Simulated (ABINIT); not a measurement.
Runs of ABINIT 10.8.3 (patched build) on WS2. The cell holds a slab with vacuum, 3 atoms: a = 3.184 Å, b = 3.184 Å, c = 16.951 Å, α = 90.00°, β = 90.00°, γ = 120.00°. 

```tsv
task	level	potentials or basis	cell	k mesh	gap on the mesh (eV)	largest force (eV/Å)
band structure	PBEsol	JTH PAW PBE v2.0	as given	10 × 10 × 2	(b)	0.09
band structure	RPBE	JTH PAW PBE v2.0	as given	10 × 10 × 2	2.01	0.46
single point	PBE	JTH PAW PBE v2.0	atoms moved at random, drawn with an rms of 0.05 Å	10 × 10 × 2	1.93	1.92
single point	PBEsol	JTH PAW PBE v2.0	as given	8 × 8 × 2	(a)	0.09
band structure	revPBE	JTH PAW PBE v2.0	as given	10 × 10 × 2	2.00	0.41
single point	PBE	JTH PAW PBE v2.0	as given	10 × 10 × 2	2.00	0.28
band structure	LDA	JTH PAW LDA v2.0	as given	10 × 10 × 2	1.98	0.41
```

Alike in all rows: no spin polarisation; cutoff (eV) 544; smearing fermi-dirac 0.05 eV.

Estimate the missing entries.

(a) 2.06; (b) 1.99.

Caveats: spin-orbit coupling is left out, which moves the levels of the heavy elements; the PAW data sets were made with another functional, which shifts forces and pressure a little (some runs).

A k mesh can miss the band edges, and the runs leave out spin-orbit coupling on W.
